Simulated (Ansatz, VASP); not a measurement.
One calculation of Ba, two programs

The input INCAR:

```
SYSTEM = Ba
PREC = Accurate
ENCUT = 520
EDIFF = 1E-7
ISMEAR = -1
SIGMA = 0.08
LREAL = .FALSE.
LASPH = .TRUE.
NELM = 100
ALGO = Fast
ISIF = 2
LWAVE = .FALSE.
LCHARG = .FALSE.
GGA = PE
NBANDS = 28
```

File KPOINTS:

```
Automatic mesh
0
G
  8 8 2
  0 0 0
```

POSCAR

```
Ba
1.0
    4.4902691586      0.0000000000      0.0000000000
   -2.2451345793      3.8886871612      0.0000000000
    0.0000000000      0.0000000000     14.6603335044
Ba
4
Direct
    0.0000000000      0.0000000000      0.0000000000
    0.0000000000      0.0000000000      0.5000000000
    0.3333333333      0.6666666667      0.2500000000
    0.6666666667      0.3333333333      0.7500000000
```

Input for Ansatz:

```yaml
crystal:
  lattice:
    - [4.4902691586, 0.0, 0.0]
    - [-2.2451345793, 3.8886871612, 0.0]
    - [0.0, 0.0, 14.6603335044]
  atoms:
    - { symbol: Ba, position: [0.0, 0.0, 0.0] }
    - { symbol: Ba, position: [0.0, 0.0, 0.5] }
    - { symbol: Ba, position: [0.3333333333, 0.6666666667, 0.25] }
    - { symbol: Ba, position: [0.6666666667, 0.3333333333, 0.75] }
kpoints:
  mp_grid: { grid: [8, 8, 2] }
  band_path:
    path:
      - [0.0, 0.0, 0.0]
      - [0.5, 0.0, 0.0]
      - [0.3333333333, 0.3333333333, 0.0]
      - [0.0, 0.0, 0.0]
      - [0.0, 0.0, 0.5]
      - [0.5, 0.0, 0.5]
      - [0.3333333333, 0.3333333333, 0.5]
      - [0.0, 0.0, 0.5]
      - [0.5, 0.0, 0.5]
    npoints: 14
scf:
  occupations: { method: fermi_dirac, width: 0.08 }
hamiltonian:
  xc: pbe
  pseudopotentials: { kind: all_electron, lapw: { basis_error: 0.001 } }
output:
  forces: true
  stress: true
  eigenvalues: true
  populations: true
  dos: { projected: true, de: 0.2, e_range: [-14, 8] }
```

This isn't the form of Ba at room conditions, which is bcc.

Alike in both runs: task single point; functional PBE; k mesh 8 × 8 × 2; occupations fermi-dirac, width 0.08 eV; no spin polarisation.

|  | VASP | Ansatz |
| --- | --- | --- |
| version | VASP 6.6.1 | Ansatz 0.2.0 |
| potentials or method | VASP PAW PBE potentials, release 64 (Ba_sv) | all-electron LAPW, scalar-relativistic |
| plane-wave cutoff (eV) | 520 | see its input |

```csv
,VASP,Ansatz,Ansatz less VASP
pressure (GPa),0.0,0.0,-0.05
```

Ansatz ran all-electron here, so the differences hold the error of VASP's frozen core and of both bases.

Spin-orbit coupling is left out, which matters for the levels of Ba.
